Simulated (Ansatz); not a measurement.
The system is SiO2.

```
CELL_PARAMETERS angstrom
4.97559 0.00000 0.00000
0.00000 4.97559 0.00000
0.00000 0.00000 6.90089
ATOMIC_POSITIONS crystal
Si 0.80325 0.80325 0.50000
Si 0.69675 0.30325 0.25000
Si 0.30325 0.69675 0.75000
Si 0.19675 0.19675 0.00000
O 0.76176 0.11039 0.43204
O 0.88961 0.23824 0.06796
O 0.11039 0.76176 0.56796
O 0.26176 0.38961 0.81796
O 0.23824 0.88961 0.93204
O 0.73824 0.61039 0.31796
O 0.38961 0.26176 0.18204
O 0.61039 0.73824 0.68204
```

The cell comes from a database or a generator and needn't be the stable form of this composition.

```yaml
Program: Ansatz 0.2.0
Task: relaxation of cell and atoms
Functional: RPBE
Potentials_or_basis: Ansatz PAW
Cutoff: "420 eV (not typed: the program's choice for these potentials)"
k_mesh: 6 × 6 × 4
Occupations: fermi-dirac, width 0.05 eV
Spin: no spin polarisation
```

At the start: volume 14.24 Å³/atom.

Where does the relaxation end?

It ends after 12 steps and the volume is 15.80 Å³/atom (+11.0 %); space group P4_32_12 (No. 96, to 0.05 Å).

Step by step:
```
step  energy change (eV)  largest force (eV/Å)  volume (Å³)
   1              0.0000                0.4236       170.84
   2             -0.1245                0.1854       175.73
   3             -0.1618                0.0506       181.52
   4             -0.1615                0.0101       183.20
   5             -0.1598                0.0021       184.03
   6             -0.2182                0.0024       184.03
   7             -0.2167                0.0069       187.37
   8             -0.2130                0.0233       188.85
   9             -0.2121                0.0016       189.17
  10             -0.2287                0.0016       189.17
  11             -0.2275                0.0008       189.63
  12             -0.2287                0.0008       189.63
```

Final structure:
```xyz
12
Lattice="5.1374 0.0000 0.0000 0.0000 5.1374 0.0000 0.0000 0.0000 7.1848" Properties=species:S:1:pos:R:3 pbc="T T T"
Si    4.0597    4.0597    3.5924
Si    3.6464    1.4910    1.7962
Si    1.4910    3.6464    5.3886
Si    1.0777    1.0777    0.0000
O     3.8920    0.4439    3.0239
O     4.6935    1.2454    0.5685
O     0.4439    3.8920    4.1609
O     1.3233    2.1248    5.9571
O     1.2454    4.6935    6.6163
O     3.8141    3.0126    2.3647
O     2.1248    1.3233    1.2277
O     3.0126    3.8141    4.8201
```

Caveat: the plane-wave basis is chosen anew once the cell has moved, so the energies of steps on either side of that aren't comparable; the pressure holds a Pulay correction of +0.4 GPa for the finite cutoff; the PAW data sets come from PBE, with cores solved anew for the run's functional, which leaves a small shift of forces and pressure.
